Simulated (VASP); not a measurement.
# ZnS (P6_3mc) in VASP: notebook, part 2 of 2

VASP 6.6.1. Earlier steps stand in the parts before.

### 3 Relaxation of cell and atoms, PBE+D3(BJ)

This run uses another cell than the first one, of 20.21 Å³/atom.

The input, INCAR:

```
SYSTEM = ZnS
PREC     = Accurate       ! precision mode
ENCUT    = 600            ! plane-wave cutoff, eV
EDIFF    = 1E-7           ! SCF threshold, eV
ISMEAR   = 0              ! smearing method
SIGMA    = 0.02           ! smearing width, eV
LREAL    = .False.        ! projectors in reciprocal space
LASPH    = .True.         ! aspherical terms in the spheres
NELM     = 100            ! most SCF steps
ALGO     = Normal         ! electronic algorithm
ISIF     = 3              ! what is computed and relaxed
LWAVE    = .False.        ! write WAVECAR
LCHARG   = .False.        ! write CHGCAR
GGA      = PE             ! functional
IVDW     = 12             ! dispersion correction
IBRION   = 2              ! ionic algorithm
NSW      = 70             ! ionic steps
EDIFFG   = -0.02          ! ionic threshold
```

The input, KPOINTS:

```
Automatic mesh
0
Gamma
  12 12 4
  0 0 0
```

The input, POSCAR:

```
ZnS
1.0
    3.8453539406     -0.0000002913      0.0000000000
   -1.9226767180      3.3301743447      0.0000000000
    0.0000000000      0.0000000000      6.3138752307
Zn S
2 2
Direct
    0.3333333333      0.6666666667      0.0048474981
    0.6666666667      0.3333333333      0.5048474981
    0.3333333333      0.6666666667      0.3801525019
    0.6666666667      0.3333333333      0.8801525019
```

Potentials or basis: VASP PAW PBE potentials, release 64 (Zn, S).

On the command line:

```sh
$ cat potpaw_PBE.64/Zn/POTCAR potpaw_PBE.64/S/POTCAR > POTCAR
$ mpirun -np 1 vasp_std > vasp.out
```

OUTCAR:

```text
SYSTEM = ZnS
   PREC = Accurate
   ENCUT = 600
   EDIFF = 1E-7
   ISMEAR = 0
   LREAL = .False.
   LASPH = .True.
   NELM = 100
   ISIF = 3
   GGA = PE
   IVDW = 12
   IBRION = 2
   NSW = 70
   EDIFFG = -0.02
 IVDW          = 12

 ion  position               nearest neighbor table
   1  0.333  0.667  0.005-   4 2.36   4 2.36   4 2.36   3 2.37
   2  0.667  0.333  0.505-   3 2.36   3 2.36   3 2.36   4 2.37
   3  0.333  0.667  0.380-   2 2.36   2 2.36   2 2.36   1 2.37
   4  0.667  0.333  0.880-   1 2.36   1 2.36   1 2.36   2 2.37

  LATTYP: Found a hexagonal cell.
 ALAT       =     3.8453539406
 C/A-ratio  =     1.6419490451

  Lattice vectors:

 A1 = (   3.8453539406,  -0.0000002913,   0.0000000000)
 A2 = (  -1.9226767180,   3.3301743447,   0.0000000000)
 A3 = (   0.0000000000,   0.0000000000,   6.3138752307)

Analysis of symmetry for initial positions (statically):
=====================================================================
 Subroutine PRICEL returns:
 Original cell was already a primitive cell.

 Routine SETGRP: Setting up the symmetry group for a
 hexagonal supercell.

 Subroutine GETGRP returns: Found 12 space group operations
 (whereof  6 operations were pure point group operations)
 out of a pool of 24 trial point group operations.

The static configuration has the point symmetry C_3v.
 The point group associated with its full space group is C_6v.

Analysis of symmetry for dynamics (positions and initial velocities):
=====================================================================
 Subroutine PRICEL returns:
 Original cell was already a primitive cell.

 Routine SETGRP: Setting up the symmetry group for a
 hexagonal supercell.

 Subroutine GETGRP returns: Found 12 space group operations
 (whereof  6 operations were pure point group operations)
 out of a pool of 24 trial point group operations.

The dynamic configuration has the point symmetry C_3v.
 The point group associated with its full space group is C_6v.

[... 102 lines left out ...]
   EDIFF  = 0.1E-06   stopping-criterion for ELM
   LREAL  =      F    real-space projection
   EDIFFG = -.2E-01   stopping-criterion for IOM
   NSW    =     70    number of steps for IOM
   IBRION =      2    ionic relax: 0-MD 1-quasi-New 2-CG
   NFREE  =      1    steps in history (QN), initial steepest desc. (CG)
   ISIF   =      3    stress and relaxation
   ISYM   =      2    0-nonsym 1-usesym 2-fastsym
   POTIM  = 0.5000    time-step for ionic-motion
   TEBEG  =    0.0;   TEEND  =   0.0 temperature during run
   PSTRESS=    0.0 pullay stress
   NELECT =      36.0000    total number of electrons
   NUPDOWN=      -1.0000    fix difference up-down
   EMIN   =  10.00;   EMAX   =-10.00  energy-range for DOS
   EFERMI =   0.00;   METHOD = LEGACY
   ISMEAR =     0;   SIGMA  =   0.02  broadening in eV -4-tet -1-fermi 0-gaus
   EFERMI_NEDOS =   21; number of points for ismear=-14 and -15
   IALGO  =     38    algorithm
   IMIX   =      4    mixing-type and parameters
     AMIX     =   0.40;   BMIX     =  1.00
     AMIX_MAG =   1.60;   BMIX_MAG =  1.00
  volume/ion in A,a.u.               =      20.21       136.41
  Fermi-wavevector in a.u.,A,eV,Ry     =   1.250094  2.362335 21.262291  1.562734
  Thomas-Fermi vector in A             =   2.384104
   LORBIT       =      0    0 simple, 1 ext, 2 COOP (PROOUT), +10 PAW based schemes
   GGA     = PE    functional components
   LHFCALC =     F    Hartree Fock is set to
   AEXX    =    0.0000 exact exchange contribution
   IVDW    =    12    specifies the selected vdW correction
   LEPSILON=     F    determine dielectric tensor
   LRPA    =     F    only Hartree local field effects (RPA)
 conjugate gradient relaxation of ions
 non-spin polarized calculation
 Gauss-broadening in eV      SIGMA  =   0.02
  energy-cutoff  :      600.00
  volume of cell :       80.85
 maximum number of plane-waves:      2743
 NGX is ok and might be reduce to    32
   NGX = 15   NGY = 15   NGZ = 25

--------------------------------------- Ionic step        1  -------------------------------------------

 number of electron      35.9999974 magnetization

 Free energy of the ion-electron system (eV)
  ---------------------------------------------------
  ext. energy  EPLUGINS =         0.00000000
  ---------------------------------------------------
  free energy    TOTEN  =       -13.69354542 eV

  energy without entropy =      -13.69354542  energy(sigma->0) =      -13.69354542

------------------------ aborting loop because EDIFF is reached ----------------------------------------

 Edisp (eV)   -1.19834

 E8    (eV) :    -0.4706
[... 159 lines left out ...]
--------------------------------------- Ionic step        5  -------------------------------------------

 number of electron      35.9999988 magnetization

 Free energy of the ion-electron system (eV)
  ---------------------------------------------------
  ext. energy  EPLUGINS =         0.00000000
  ---------------------------------------------------
  free energy    TOTEN  =       -13.66954088 eV

  energy without entropy =      -13.66954088  energy(sigma->0) =      -13.66954088

 E-fermi :   2.3473     XC(G=0):  -9.6795

 val. band max:        2.2351635280   @ k =   0.0000   0.0000   0.0000
 cond. band min:       4.4749032698   @ k =   0.0000   0.0000   0.0000
 fundamental gap:      2.2397397417
 Fermi energy:         2.3472530610

 k-point     1 :       0.0000    0.0000    0.0000
  band No.  band energies     occupation
      1     -11.0131      2.00000
      2     -10.0605      2.00000
      3      -4.1563      2.00000
      4      -4.1434      2.00000
      5      -4.1434      2.00000
      6      -4.0598      2.00000
[... 589 lines left out ...]
     21       7.9549      0.00000
     22       8.4611      0.00000

 [... further k-points ...]

------------------------ aborting loop because EDIFF is reached ----------------------------------------

 Edisp (eV)   -1.24691

 E8    (eV) :    -0.4902
[... 27 lines left out ...]
  FREE ENERGIE OF THE ION-ELECTRON SYSTEM (eV)
  ---------------------------------------------------
  free  energy   TOTEN  =       -14.9164532015 eV

  energy  without entropy=      -14.9164532015  energy(sigma->0) =      -14.91645320

 reached required accuracy - stopping structural energy minimisation
```

Run time: 3.6 min. Hardware: 1 thread of AMD EPYC 9R45 (Zen 5), shared host; peak memory 0.27 GiB.

What came out:

```yaml
Free_energy: -14.9165 eV
Relaxed_volume: 19.50 Å³/atom
Relaxed_cell: a = 3.801 Å, b = 3.801 Å, c = 6.233 Å, α = 90.00°, β = 90.00°, γ = 120.00°
Space_group_after_relaxing_to_0.1_Å: P6_3mc (No. 186)
Energy_gained_by_relaxing: 6.1 meV/atom
Ionic_steps: 5
Pressure_after_relaxing: 0.0 GPa
Largest_force_after_relaxing: 0.012 eV/Å
Band_gap_on_the_k_mesh: 2.24 eV
Dispersion_energy_per_atom: -0.312 eV
```

Forces on the atoms (eV/Å):
```
Zn   0.000  0.000  0.012
Zn   0.000  0.000  0.012
S    0.000  0.000 -0.012
S    0.000  0.000 -0.012
```

Stress tensor (GPa, compression positive):
```
-0.07  0.00  0.00
 0.00 -0.07  0.00
 0.00  0.00  0.02
```

The path:
```
step  energy change (eV)  largest force (eV/Å)  pressure (GPa)  volume (Å³)
   1              0.0000                0.0361           -2.57        80.85
   2             -0.0224                0.0198            0.82        77.12
   3             -0.0245                0.0245            0.02        77.92
   4             -0.0245                0.0248           -0.03        77.98
   5             -0.0246                0.0120           -0.04        77.98
```

Final structure:
```xyz
4
Lattice="3.8009 0.0000 0.0000 -1.9004 3.2917 0.0000 0.0000 0.0000 6.2330" Properties=species:S:1:pos:R:3 pbc="T T T"
Zn    0.0000    2.1944    0.0326
Zn    1.9004    1.0972    3.1491
S     0.0000    2.1944    2.3671
S     1.9004    1.0972    5.4836
```

Levels at points of the mesh, in eV from the valence-band top:
```
           k point  band 14  band 15  band 16  band 17  band 18  band 19  band 20  band 21  band 22
(0.00, 0.00, 0.00)    -0.91    -0.91    -0.08     0.00     0.00     2.24     3.11     6.31     6.31
(0.50, 0.00, 0.00)    -4.15    -3.31    -2.27    -1.71    -0.90     3.66     4.27     5.11     6.91
(0.00, 0.00, 0.50)    -2.88    -0.47    -0.47    -0.47    -0.47     3.58     3.58     6.76     6.76
(0.50, 0.00, 0.50)    -4.90    -1.65    -1.65    -1.63    -1.63     3.55     3.55     5.22     5.22
```

A k mesh can miss the band edges.

### 4 Comparison with measurements

Step 2. A measured gap of ZnS is 3.911 eV (direct; 4 K; a printed reference work, monograph); the calculated 2.25 eV misses it by -1.66 eV. The value is that of PBE+D3(BJ) on a finite k mesh, which can miss the band edges, without temperature or zero-point motion. Semilocal functionals fall short of measured gaps as a rule.
